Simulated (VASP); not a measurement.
# Hf in VASP: notebook

Runs on Hf. Level: PBE. Tasks: single point.

Everything below comes from runs of VASP 6.6.1. Logs are shortened: lines on timing, memory, paths and dates and some standing lists are left out, and cuts for length are marked.

## Step 1: Starting point

The cell holds a slab with vacuum, 6 atoms: a = 3.197 Å, b = 3.197 Å, c = 24.645 Å, α = 90.00°, β = 90.00°, γ = 120.00°.

The slab is cut from a database's or a generator's crystal, which needn't be the stable form of the element.

## Step 2: Single point, PBE

Input file INCAR:

```
PREC     = Accurate       # precision mode
ENCUT    = 250            # plane-wave cutoff, eV
EDIFF    = 1E-7           # SCF threshold, eV
ISMEAR   = 1              # smearing method
SIGMA    = 0.1            # smearing width, eV
LREAL    = F              # projectors in reciprocal space
LASPH    = T              # aspherical terms in the spheres
NELM     = 120            # most SCF steps
ALGO     = Normal         # electronic algorithm
ISIF     = 2              # what is computed and relaxed
LWAVE    = F              # write WAVECAR
LCHARG   = F              # write CHGCAR
LDIPOL   = T            
IDIPOL   = 3            
DIPOL    = 0.5 0.5 0.500
GGA      = PE             # functional
NBANDS   = 44             # bands
LVHAR    = T            
LVACPOTAV= T
```

Input file KPOINTS:

```
regular mesh
0
Gamma
  6 6 1
```

Input file POSCAR:

```
Hf
1.0
    3.1966985242      0.0000000000      0.0000000000
   -1.5983492621      2.7684221302      0.0000000000
    0.0000000000      0.0000000000     24.6445000000
Hf
6
Direct
    0.6666666667      0.3333333334      0.2434620301
    0.3333333333      0.6666666666      0.3460772180
    0.6666666667      0.3333333334      0.4486924060
    0.3333333333      0.6666666666      0.5513075940
    0.6666666667      0.3333333334      0.6539227820
    0.3333333333      0.6666666666      0.7565379699
```

Potentials or basis: VASP PAW PBE potentials, release 64 (Hf_pv).

The run is started by

```
$ cat potpaw_PBE.64/Hf_pv/POTCAR > POTCAR
$ mpirun -np 1 vasp_std > vasp.out
```

OUTCAR:

```text
PREC = Accurate
   ENCUT = 250
   EDIFF = 1E-7
   ISMEAR = 1
   LREAL = F
   LASPH = T
   NELM = 120
   ISIF = 2
   GGA = PE

 Found      7 irreducible k-points:

 Following reciprocal coordinates:
            Coordinates               Weight
  0.000000  0.000000  0.000000      1.000000
  0.166667 -0.000000  0.000000      6.000000
  0.333333  0.000000  0.000000      6.000000
  0.500000  0.000000  0.000000      3.000000
  0.166667  0.166667  0.000000      6.000000
  0.333333  0.166667  0.000000     12.000000
   k-points           NKPTS =      7   k-points in BZ     NKDIM =      7   number of bands    NBANDS=     44
   number of dos      NEDOS =    301   number of ions     NIONS =      6
   total plane-waves  NPLWV =  32768
   dimension x,y,z NGX =    16 NGY =   16 NGZ =  128
   dimension x,y,z NGXF=    32 NGYF=   32 NGZF=  256
   ions per type =               6
   NGX,Y,Z   is equivalent  to a cutoff of   8.32,  8.32,  8.63 a.u.
   NGXF,Y,Z  is equivalent  to a cutoff of  16.64, 16.64, 17.27 a.u.
 SYSTEM =  unknown system
   PREC   = accura    normal or accurate (medium, high low for compatibility)
   ISTART =      0    job   : 0-new  1-cont  2-samecut
   ICHARG =      2    charge: 1-file 2-atom 10-const
   ISPIN  =      1    spin polarized calculation?
   LNONCOLLINEAR =      F non collinear calculations
   LSORBIT =      F    spin-orbit coupling
   LASPH  =      T    aspherical Exc in radial PAW
   ENCUT  =  250.0 eV  18.37 Ry    4.29 a.u.   4.12  4.12 31.77*2*pi/ulx,y,z
   NELM   =    120;   NELMIN=  2; NELMDL= -5     # of ELM steps
   EDIFF  = 0.1E-06   stopping-criterion for ELM
   LREAL  =      F    real-space projection
   EDIFFG = 0.1E-05   stopping-criterion for IOM
   NSW    =      0    number of steps for IOM
   IBRION =     -1    ionic relax: 0-MD 1-quasi-New 2-CG
   NFREE  =      0    steps in history (QN), initial steepest desc. (CG)
   ISIF   =      2    stress and relaxation
   ISYM   =      2    0-nonsym 1-usesym 2-fastsym
   POTIM  = 0.5000    time-step for ionic-motion
   TEBEG  =    0.0;   TEEND  =   0.0 temperature during run
   PSTRESS=    0.0 pullay stress
   NELECT =      60.0000    total number of electrons
   NUPDOWN=      -1.0000    fix difference up-down
   EMIN   =  10.00;   EMAX   =-10.00  energy-range for DOS
   EFERMI =   0.00;   METHOD = LEGACY
   ISMEAR =     1;   SIGMA  =   0.10  broadening in eV -4-tet -1-fermi 0-gaus
   EFERMI_NEDOS =   21; number of points for ismear=-14 and -15
   IALGO  =     38    algorithm
   IMIX   =      4    mixing-type and parameters
     AMIX     =   0.40;   BMIX     =  1.00
     AMIX_MAG =   1.60;   BMIX_MAG =  1.00
  volume/ion in A,a.u.               =      36.35       245.30
  Fermi-wavevector in a.u.,A,eV,Ry     =   1.064733  2.012053 15.424322  1.133656
  Thomas-Fermi vector in A             =   2.200261
   LORBIT       =      0    0 simple, 1 ext, 2 COOP (PROOUT), +10 PAW based schemes
   GGA     = PE    functional components
   LHFCALC =     F    Hartree Fock is set to
   AEXX    =    0.0000 exact exchange contribution
   IVDW    =     0    specifies the selected vdW correction
   LEPSILON=     F    determine dielectric tensor
   LRPA    =     F    only Hartree local field effects (RPA)
 non-spin polarized calculation
 Methfessel and Paxton  Order N= 1 SIGMA  =   0.10
  energy-cutoff  :      250.00
  volume of cell :      218.10
 maximum number of plane-waves:      1984
   NGX =  9   NGY =  9   NGZ = 63

 dipolmoment           0.000000      0.000000     -0.000000 electrons x Angstroem

 number of electron      60.0000007 magnetization

 dipolmoment           0.000000      0.000000      0.000000 electrons x Angstroem

 Free energy of the ion-electron system (eV)
  ---------------------------------------------------
  ext. energy  EPLUGINS =         0.00000000
  ---------------------------------------------------
  free energy    TOTEN  =       -57.39243206 eV

  energy without entropy =      -57.38923983  energy(sigma->0) =      -57.39136798

 E-fermi :   1.4210     XC(G=0):  -7.7723

 val. band max:        1.3961237964   @ k =   0.0000   0.0000   0.0000
 cond. band min:       1.4216808856   @ k =   0.3333   0.0000   0.0000
 fundamental gap:      0.0255570892
 Fermi energy:         1.4210285715

 k-point     1 :       0.0000    0.0000    0.0000
  band No.  band energies     occupation
      1     -29.6429      2.00000
      2     -29.6210      2.00000
      3     -29.4582      2.00000
      4     -29.1798      2.00000
      5     -29.1201      2.00000
      6     -29.1201      2.00000
[... 34 lines left out ...]
     41       3.0212     -0.00000
     42       3.3224     -0.00000

 k-point     2 :       0.1667   -0.0000    0.0000
  band No.  band energies     occupation
      1     -29.5989      2.00000
      2     -29.5886      2.00000
      3     -29.4332      2.00000
      4     -29.2840      2.00000
      5     -29.2668      2.00000
      6     -29.1841      2.00000
[... 34 lines left out ...]
     41       3.3867     -0.00000
     42       3.5688      0.00000

 k-point     3 :       0.3333    0.0000    0.0000
  band No.  band energies     occupation
      1     -29.5689      2.00000
      2     -29.5668      2.00000
      3     -29.5246      2.00000
      4     -29.5222      2.00000
      5     -29.3861      2.00000
      6     -29.3553      2.00000
[... 34 lines left out ...]
     41       4.2918      0.00000
     42       4.5344      0.00000

 k-point     4 :       0.5000    0.0000    0.0000
  band No.  band energies     occupation
      1     -29.6903      2.00000
      2     -29.6890      2.00000
      3     -29.5488      2.00000
      4     -29.5353      2.00000
      5     -29.4752      2.00000
      6     -29.4203      2.00000
[... 34 lines left out ...]
     41       4.9213      0.00000
     42       4.9387      0.00000

 k-point     5 :       0.1667    0.1667    0.0000
  band No.  band energies     occupation
      1     -29.5481      2.00000
      2     -29.5471      2.00000
      3     -29.4590      2.00000
      4     -29.4553      2.00000
      5     -29.3809      2.00000
      6     -29.2876      2.00000
[... 34 lines left out ...]
     41       3.7200      0.00000
     42       4.0862      0.00000

 k-point     6 :       0.3333    0.1667    0.0000
  band No.  band energies     occupation
      1     -29.6210      2.00000
      2     -29.6199      2.00000
      3     -29.5192      2.00000
      4     -29.5122      2.00000
      5     -29.4120      2.00000
      6     -29.3838      2.00000
[... 34 lines left out ...]
     41       4.7703      0.00000
     42       4.8861      0.00000

 [... further k-points ...]

 [bands above 42 left out]

------------------------ aborting loop because EDIFF is reached ----------------------------------------

  FORCE on cell =-STRESS in cart. coord.  units (eV):
  Direction    XX          YY          ZZ          XY          YZ          ZX
  --------------------------------------------------------------------------------------
  -------------------------------------------------------------------------------------
  Total       -2.7126449     -2.7126449     -2.0787437     -0.0000000      0.0000000     -0.0000000
  in kB      -19.9273486    -19.9273486    -15.2706500     -0.0000000      0.0000000     -0.0000000
  external PRESSURE =     -18.3751157 kB  Pullay stress =       0.0000000 kB

 VOLUME and BASIS-vectors are now :
 -----------------------------------------------------------------------------
  energy-cutoff  :      250.00
  volume of cell :      218.10
      direct lattice vectors                 reciprocal lattice vectors
     3.196698524  0.000000000  0.000000000     0.312822743  0.180608295  0.000000000
    -1.598349262  2.768422130  0.000000000     0.000000000  0.361216589  0.000000000
     0.000000000  0.000000000 24.644500000     0.000000000  0.000000000  0.040577005

 POSITION                                       TOTAL-FORCE (eV/Angst)
 -----------------------------------------------------------------------------------
      1.59835      0.92281      6.00000        -0.000000     -0.000000      0.529201
     -0.00000      1.84561      8.52890        -0.000000      0.000000     -0.711475
      1.59835      0.92281     11.05780        -0.000000      0.000000      0.056797
     -0.00000      1.84561     13.58670         0.000000     -0.000000     -0.056797
      1.59835      0.92281     16.11560         0.000000      0.000000      0.711475
     -0.00000      1.84561     18.64450         0.000000      0.000000     -0.529201
 -----------------------------------------------------------------------------------
    total drift:                                0.000000     -0.000000      0.000000

  FREE ENERGIE OF THE ION-ELECTRON SYSTEM (eV)
  ---------------------------------------------------
  free  energy   TOTEN  =       -57.3924320633 eV

  energy  without entropy=      -57.3892398275  energy(sigma->0) =      -57.39136798

 vacuum level on the upper side and lower side of the slab         5.872         5.872
```

Run time: 90 s. Hardware: 1 thread of Intel Xeon Platinum 8259CL at 2.50GHz (Skylake/Cascade Lake), shared host; peak memory 0.18 GiB.

These settings aren't checked as converged: the numbers below hold their error.

Results:

```
Free energy                     : -57.3924 eV
Largest force                   : 0.711 eV/Å
Band gap on the k mesh          : none (metal or under the smearing width)
Work function of the upper face : 4.45 eV
Work function of the lower face : 4.45 eV
```

Caveat: the k mesh is coarse (spacing up to 0.38 Å⁻¹), so the values aren't converged; the cutoff is under 1.25 times the usual one of these potentials, so pressure, stress and relaxed cells hold a basis-set (Pulay) error.

## Step 3: Single point, PBE

Changes to INCAR since step 2:

```diff
@@ -1,3 +1,3 @@
 PREC     = Accurate       # precision mode
-ENCUT    = 250            # plane-wave cutoff, eV
+ENCUT    = 400            # plane-wave cutoff, eV
 EDIFF    = 1E-7           # SCF threshold, eV
```

KPOINTS is that of step 2.

POSCAR is that of step 2.

Potentials or basis: VASP PAW PBE potentials, release 64 (Hf_pv).

The run is started by

```
$ cat potpaw_PBE.64/Hf_pv/POTCAR > POTCAR
$ mpirun -np 1 vasp_std > vasp.out
```

OUTCAR:

```text
PREC = Accurate
   ENCUT = 400
   EDIFF = 1E-7
   ISMEAR = 1
   LREAL = F
   LASPH = T
   NELM = 120
   ISIF = 2
   GGA = PE

 Found      7 irreducible k-points:

 Following reciprocal coordinates:
            Coordinates               Weight
  0.000000  0.000000  0.000000      1.000000
  0.166667 -0.000000  0.000000      6.000000
  0.333333  0.000000  0.000000      6.000000
  0.500000  0.000000  0.000000      3.000000
  0.166667  0.166667  0.000000      6.000000
  0.333333  0.166667  0.000000     12.000000
[... 359 lines left out ...]
  Total       -2.2587841     -2.2587841     -1.6097990      0.0000000     -0.0000000      0.0000000
  in kB      -16.5932442    -16.5932442    -11.8257375      0.0000000     -0.0000000      0.0000000
  external PRESSURE =     -15.0040753 kB  Pullay stress =       0.0000000 kB

 VOLUME and BASIS-vectors are now :
 -----------------------------------------------------------------------------
  energy-cutoff  :      400.00
  volume of cell :      218.10
      direct lattice vectors                 reciprocal lattice vectors
     3.196698524  0.000000000  0.000000000     0.312822743  0.180608295  0.000000000
    -1.598349262  2.768422130  0.000000000     0.000000000  0.361216589  0.000000000
     0.000000000  0.000000000 24.644500000     0.000000000  0.000000000  0.040577005

 POSITION                                       TOTAL-FORCE (eV/Angst)
 -----------------------------------------------------------------------------------
      1.59835      0.92281      6.00000         0.000000     -0.000000      0.537527
     -0.00000      1.84561      8.52890        -0.000000      0.000000     -0.710497
      1.59835      0.92281     11.05780         0.000000      0.000000      0.055855
     -0.00000      1.84561     13.58670        -0.000000     -0.000000     -0.055855
      1.59835      0.92281     16.11560        -0.000000     -0.000000      0.710497
     -0.00000      1.84561     18.64450        -0.000000     -0.000000     -0.537527
 -----------------------------------------------------------------------------------
    total drift:                                0.000000      0.000000      0.000000

  FREE ENERGIE OF THE ION-ELECTRON SYSTEM (eV)
  ---------------------------------------------------
  free  energy   TOTEN  =       -57.4281472036 eV

  energy  without entropy=      -57.4250953481  energy(sigma->0) =      -57.42712992

 vacuum level on the upper side and lower side of the slab         5.862         5.862
```

Wall time 3.5 min (1 thread of Intel Xeon Platinum 8259CL at 2.50GHz (Skylake/Cascade Lake), shared host); peak memory 0.29 GiB.

The run converged, but some of its settings lie outside the range that counts as converged, so its numbers aren't taken as properties of the slab.

What came out:

```yaml
Free_energy: -57.4281 eV
Largest_force: 0.710 eV/Å
Band_gap_on_the_k_mesh: none (metal or under the smearing width)
Work_function_of_the_upper_face: 4.44 eV
Work_function_of_the_lower_face: 4.44 eV
```

Caveat: the k mesh is coarse (spacing up to 0.38 Å⁻¹), so the values aren't converged.

## Step 4: Single point, PBE

Changes to INCAR since step 3:

```diff
@@ -1,3 +1,3 @@
 PREC     = Accurate       # precision mode
-ENCUT    = 400            # plane-wave cutoff, eV
+ENCUT    = 600            # plane-wave cutoff, eV
 EDIFF    = 1E-7           # SCF threshold, eV
```

KPOINTS is that of step 3.

POSCAR is that of step 3.

The run is started by

```
$ cat potpaw_PBE.64/Hf_pv/POTCAR > POTCAR
$ mpirun -np 1 vasp_std > vasp.out
```

Run time: 5.9 min. Hardware: 1 thread of Intel Xeon Platinum 8259CL at 2.50GHz (Skylake/Cascade Lake), shared host; peak memory 0.39 GiB.

These settings aren't checked as converged: the numbers below hold their error.

What came out:

```yaml
Free_energy: -57.4336 eV
Largest_force: 0.712 eV/Å
Band_gap_on_the_k_mesh: none (metal or under the smearing width)
Work_function_of_the_upper_face: 4.45 eV
Work_function_of_the_lower_face: 4.45 eV
```

Caveat: the k mesh is coarse (spacing up to 0.38 Å⁻¹), so the values aren't converged.

## Step 5: Single point, PBE

This run uses another cell than the first one, of 27.50 Å³/atom, 0.757 times its volume.

Changes to INCAR since step 4:

```diff
@@ -1,3 +1,3 @@
 PREC     = Accurate       # precision mode
-ENCUT    = 600            # plane-wave cutoff, eV
+ENCUT    = 400            # plane-wave cutoff, eV
 EDIFF    = 1E-7           # SCF threshold, eV
@@ -12,5 +12,2 @@
 LCHARG   = F              # write CHGCAR
-LDIPOL   = T            
-IDIPOL   = 3            
-DIPOL    = 0.5 0.5 0.500
 GGA      = PE             # functional
@@ -18,2 +15,3 @@
 LVHAR    = T            
-LVACPOTAV= T
+LVACPOTAV= T            
+IDIPOL   = 3
```

Input file KPOINTS:

```
regular mesh
0
Gamma
  12 12 1
```

Input file POSCAR:

```
Hf
1.0
    3.1966985242      0.0000000000      0.0000000000
   -1.5983492621      2.7684221302      0.0000000000
    0.0000000000      0.0000000000     18.6445000000
Hf
6
Direct
    0.6666666667      0.3333333334      0.1609053608
    0.3333333333      0.6666666666      0.2965432165
    0.6666666667      0.3333333334      0.4321810722
    0.3333333333      0.6666666666      0.5678189278
    0.6666666667      0.3333333334      0.7034567835
    0.3333333333      0.6666666666      0.8390946392
```

The run is started by

```
$ cat potpaw_PBE.64/Hf_pv/POTCAR > POTCAR
$ mpirun -np 1 vasp_std > vasp.out
```

Run time: 5.6 min. Hardware: 1 thread of Intel Xeon Platinum 8259CL at 2.50GHz (Skylake/Cascade Lake), shared host; peak memory 0.28 GiB.

The run converged, but some of its settings lie outside the range that counts as converged, so its numbers aren't taken as properties of the slab.

What came out:

```yaml
Free_energy: -57.5559 eV
Largest_force: 0.752 eV/Å
Band_gap_on_the_k_mesh: none (metal or under the smearing width)
```

## Step 6: Single point, PBE

This run uses another cell than the first one, of 30.45 Å³/atom, 0.838 times its volume.

Changes to INCAR since step 5:

```diff
@@ -12,2 +12,5 @@
 LCHARG   = F              # write CHGCAR
+LDIPOL   = T            
+IDIPOL   = 3            
+DIPOL    = 0.5 0.5 0.500
 GGA      = PE             # functional
@@ -15,3 +18,2 @@
 LVHAR    = T            
-LVACPOTAV= T            
-IDIPOL   = 3
+LVACPOTAV= T
```

KPOINTS is that of step 5.

Input file POSCAR:

```
Hf
1.0
    3.1966985242      0.0000000000      0.0000000000
   -1.5983492621      2.7684221302      0.0000000000
    0.0000000000      0.0000000000     20.6445000000
Hf
6
Direct
    0.6666666667      0.3333333334      0.1937562063
    0.3333333333      0.6666666666      0.3162537238
    0.6666666667      0.3333333334      0.4387512413
    0.3333333333      0.6666666666      0.5612487587
    0.6666666667      0.3333333334      0.6837462762
    0.3333333333      0.6666666666      0.8062437937
```

Potentials or basis: VASP PAW PBE potentials, release 64 (Hf_pv).

The run is started by

```
$ cat potpaw_PBE.64/Hf_pv/POTCAR > POTCAR
$ mpirun -np 1 vasp_std > vasp.out
```

It took 6.7 min on 1 thread of Intel Xeon Platinum 8259CL at 2.50GHz (Skylake/Cascade Lake), shared host; peak memory 0.29 GiB.

These settings aren't checked as converged: the numbers below hold their error.

What came out:

| Quantity | Value |
| --- | --- |
| Free energy | -57.4987 eV |
| Largest force | 0.773 eV/Å |
| Band gap on the k mesh | none (metal or under the smearing width) |
